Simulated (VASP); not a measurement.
# CdS (F-43m) in VASP: settings compared, part 2 of 3

VASP 6.6.1.

## Step 4: Single point, PBEsol

The input, INCAR:

```
  ALGO = Fast
  EDIFF = 1E-6
  ENCUT = 520
  GGA = PS
  ISIF = 2
  ISMEAR = 0
  LASPH = True
  LCHARG = True
  LELF = True
  LREAL = False
  LVHAR = True
  LWAVE = False
  NBANDS = 16
  NELM = 100
  PREC = Accurate
  SIGMA = 0.5
```

The input, KPOINTS:

```
k-points
0
Gamma
  8 8 8
```

The input, POSCAR:

```
CdS
1.0
    0.0000000000      2.9178400000      2.9178400000
    2.9178400000      0.0000000000      2.9178400000
    2.9178400000      2.9178400000      0.0000000000
Cd S
1 1
Direct
    0.0000000000      0.0000000000      0.0000000000
    0.7500000000      0.7500000000      0.7500000000
```

Potentials or basis: VASP PAW PBE potentials, release 64 (Cd, S).

The run is started by

```sh
cat potpaw_PBE.64/Cd/POTCAR potpaw_PBE.64/S/POTCAR > POTCAR
mpirun -np 1 vasp_std > vasp.out
```

OUTCAR:

```text
EDIFF = 1E-6
   ENCUT = 520
   GGA = PS
   ISIF = 2
   ISMEAR = 0
   LASPH = True
   LREAL = False
   NELM = 100
   PREC = Accurate

 ion  position               nearest neighbor table
   1  0.000  0.000  0.000-   2 2.53   2 2.53   2 2.53   2 2.53
   2  0.750  0.750  0.750-   1 2.53   1 2.53   1 2.53   1 2.53

  LATTYP: Found a face centered cubic cell.
 ALAT       =     5.8356800000

  Lattice vectors:

 A1 = (   0.0000000000,   2.9178400000,   2.9178400000)
 A2 = (   2.9178400000,   0.0000000000,   2.9178400000)
 A3 = (   2.9178400000,   2.9178400000,   0.0000000000)

Analysis of symmetry for initial positions (statically):
=====================================================================
 Subroutine PRICEL returns:
 Original cell was already a primitive cell.

 Routine SETGRP: Setting up the symmetry group for a
 face centered cubic supercell.

 Subroutine GETGRP returns: Found 24 space group operations
 (whereof 24 operations were pure point group operations)
 out of a pool of 48 trial point group operations.

The static configuration has the point symmetry T_d .

Analysis of symmetry for dynamics (positions and initial velocities):
=====================================================================
 Subroutine PRICEL returns:
 Original cell was already a primitive cell.

 Routine SETGRP: Setting up the symmetry group for a
 face centered cubic supercell.

 Subroutine GETGRP returns: Found 24 space group operations
 (whereof 24 operations were pure point group operations)
 out of a pool of 48 trial point group operations.

The dynamic configuration has the point symmetry T_d .

 Subroutine INISYM returns: Found 24 space group operations
 (whereof 24 operations are pure point group operations),
 and found     1 'primitive' translations

----------------------------------------------------------------------------------------

[... 111 lines left out ...]
     AMIX     =   0.40;   BMIX     =  1.00
     AMIX_MAG =   1.60;   BMIX_MAG =  1.00
  volume/ion in A,a.u.               =      24.84       167.64
  Fermi-wavevector in a.u.,A,eV,Ry     =   1.167063  2.205429 18.531616  1.362035
  Thomas-Fermi vector in A             =   2.303568
   LORBIT       =      0    0 simple, 1 ext, 2 COOP (PROOUT), +10 PAW based schemes
   GGA     = PS    functional components
   LHFCALC =     F    Hartree Fock is set to
   AEXX    =    0.0000 exact exchange contribution
   IVDW    =     0    specifies the selected vdW correction
   LEPSILON=     F    determine dielectric tensor
   LRPA    =     F    only Hartree local field effects (RPA)
 non-spin polarized calculation
 RMM-DIIS sequential band-by-band and
 Gauss-broadening in eV      SIGMA  =   0.50
  energy-cutoff  :      520.00
  volume of cell :       49.68
 maximum number of plane-waves:      1363
   NGX = 15   NGY = 15   NGZ = 15

 number of electron      18.0000005 magnetization

 Free energy of the ion-electron system (eV)
  ---------------------------------------------------
  ext. energy  EPLUGINS =         0.00000000
  ---------------------------------------------------
  free energy    TOTEN  =        -6.81387060 eV

  energy without entropy =       -6.81246253  energy(sigma->0) =       -6.81316657

 E-fermi :   1.9489     XC(G=0):  -9.3723

 val. band max:        1.1983867973   @ k =   0.0000   0.0000   0.0000
 cond. band min:       2.2044844326   @ k =   0.0000   0.0000   0.0000
 fundamental gap:      1.0060976353
 Fermi energy:         1.9489118174

 k-point     1 :       0.0000    0.0000    0.0000
  band No.  band energies     occupation
      1     -11.1777      2.00000
      2      -6.5241      2.00000
      3      -6.5241      2.00000
      4      -6.5241      2.00000
      5      -6.0376      2.00000
      6      -6.0376      2.00000
[... 433 lines left out ...]
      3      -6.3201      2.00000
      4      -6.0654      2.00000
      5      -6.0110      2.00000
      6      -5.5424      2.00000
[... 8 lines left out ...]
     15      13.3821      0.00000
     16      14.3148      0.00000

 [... further k-points ...]

------------------------ aborting loop because EDIFF is reached ----------------------------------------

  FORCE on cell =-STRESS in cart. coord.  units (eV):
  Direction    XX          YY          ZZ          XY          YZ          ZX
  --------------------------------------------------------------------------------------
  -------------------------------------------------------------------------------------
  Total        0.0187735      0.0187735      0.0187735      0.0000000      0.0000000      0.0000000
  in kB        0.6053975      0.6053975      0.6053975      0.0000000      0.0000000      0.0000000
  external PRESSURE =       0.6053975 kB  Pullay stress =       0.0000000 kB

 VOLUME and BASIS-vectors are now :
 -----------------------------------------------------------------------------
  energy-cutoff  :      520.00
  volume of cell :       49.68
      direct lattice vectors                 reciprocal lattice vectors
     0.000000000  2.917840000  2.917840000    -0.171359636  0.171359636  0.171359636
     2.917840000  0.000000000  2.917840000     0.171359636 -0.171359636  0.171359636
     2.917840000  2.917840000  0.000000000     0.171359636  0.171359636 -0.171359636

 POSITION                                       TOTAL-FORCE (eV/Angst)
 -----------------------------------------------------------------------------------
      0.00000      0.00000      0.00000        -0.000000     -0.000000     -0.000000
      4.37676      4.37676      4.37676         0.000000      0.000000      0.000000
 -----------------------------------------------------------------------------------
    total drift:                                0.000000      0.000000      0.000000

  FREE ENERGIE OF THE ION-ELECTRON SYSTEM (eV)
  ---------------------------------------------------
  free  energy   TOTEN  =        -6.8138706008 eV

  energy  without entropy=       -6.8124625336  energy(sigma->0) =       -6.81316657
```

OSZICAR:

```text
N       E                     dE             d eps       ncg     rms          rms(c)
DAV:   1     0.105046783304E+03    0.10505E+03   -0.90133E+03   952   0.102E+03
DAV:   2    -0.320475514290E+01   -0.10825E+03   -0.10240E+03  1160   0.250E+02
DAV:   3    -0.728734958660E+01   -0.40826E+01   -0.40768E+01  1152   0.501E+01
DAV:   4    -0.731281855334E+01   -0.25469E-01   -0.25467E-01  1184   0.392E+00
DAV:   5    -0.731316074348E+01   -0.34219E-03   -0.34219E-03  1144   0.424E-01    0.777E+00
RMM:   6    -0.683991800519E+01    0.47324E+00   -0.69430E-01   934   0.533E+00    0.636E+00
RMM:   7    -0.681716724547E+01    0.22751E-01   -0.12323E-01   979   0.189E+00    0.277E+00
RMM:   8    -0.681371455777E+01    0.34527E-02   -0.94543E-03  1048   0.808E-01    0.689E-01
RMM:   9    -0.681377598754E+01   -0.61430E-04   -0.21620E-03  1079   0.351E-01    0.167E-01
RMM:  10    -0.681384139817E+01   -0.65411E-04   -0.36308E-04  1074   0.130E-01    0.958E-02
RMM:  11    -0.681387340886E+01   -0.32011E-04   -0.94565E-05  1027   0.745E-02    0.676E-02
RMM:  12    -0.681386990461E+01    0.35042E-05   -0.23590E-05  1071   0.332E-02    0.938E-03
RMM:  13    -0.681387060082E+01   -0.69621E-06   -0.58217E-06   930   0.171E-02
   1 F= -.68138706E+01 E0= -.68131666E+01  d E =-.140807E-02
```

Wall time 20 s (1 thread of Intel Xeon Platinum 8175M at 2.50GHz (Skylake/Cascade Lake), shared host); peak memory 0.18 GiB.

Results:

```yaml
Free_energy: -6.8139 eV
Pressure: 0.1 GPa
Band_gap_on_the_k_mesh: 1.01 eV, direct
```

Levels at points of the mesh, in eV from the valence-band top:
```tsv
k point	band 5	band 6	band 7	band 8	band 9	band 10	band 11	band 12	band 13	band 14
(0.00, 0.00, 0.00)	-7.24	-7.24	0.00	0.00	0.00	1.01	6.45	6.45	6.45	11.20
(0.50, 0.00, 0.00)	-7.20	-6.86	-4.47	-0.76	-0.76	2.89	6.91	6.91	7.32	10.87
(0.50, 0.50, 0.00)	-7.15	-6.79	-4.01	-1.91	-1.91	3.39	4.25	9.07	10.66	10.66
```

Caveat: the PAW data sets were made with another functional, which shifts forces and pressure a little.

## Step 5: Single point, PBEsol

INCAR, as its differences from that of step 4:

```diff
@@ -2,3 +2,3 @@
   EDIFF = 1E-6
-  ENCUT = 520
+  ENCUT = 900
   GGA = PS
@@ -15,2 +15,2 @@
   PREC = Accurate
-  SIGMA = 0.5
+  SIGMA = 0.02
```

KPOINTS is that of step 4.

POSCAR is that of step 4.

Potentials or basis: VASP PAW PBE potentials, release 64 (Cd, S_h).

The run is started by

```sh
cat potpaw_PBE.64/Cd/POTCAR potpaw_PBE.64/S_h/POTCAR > POTCAR
mpirun -np 1 vasp_std > vasp.out
```

Wall time 52 s (1 thread of Intel Xeon Platinum 8175M at 2.50GHz (Skylake/Cascade Lake), shared host); peak memory 0.26 GiB.

Results (log left out):

- Free energy: -6.8134 eV
- Pressure: 0.1 GPa
- Band gap on the k mesh: 1.01 eV, direct

Levels at points of the mesh, in eV from the valence-band top:
```csv
k point,band 5,band 6,band 7,band 8,band 9,band 10,band 11,band 12,band 13,band 14
"(0.00, 0.00, 0.00)",-7.24,-7.24,0.00,0.00,0.00,1.01,6.43,6.43,6.43,11.20
"(0.50, 0.00, 0.00)",-7.20,-6.86,-4.47,-0.76,-0.76,2.89,6.89,6.89,7.32,10.87
"(0.50, 0.50, 0.00)",-7.15,-6.80,-4.01,-1.91,-1.91,3.39,4.24,9.07,10.66,10.66
```

Caveat: the PAW data sets were made with another functional, which shifts forces and pressure a little.

(Continued in part 3 of 3.)
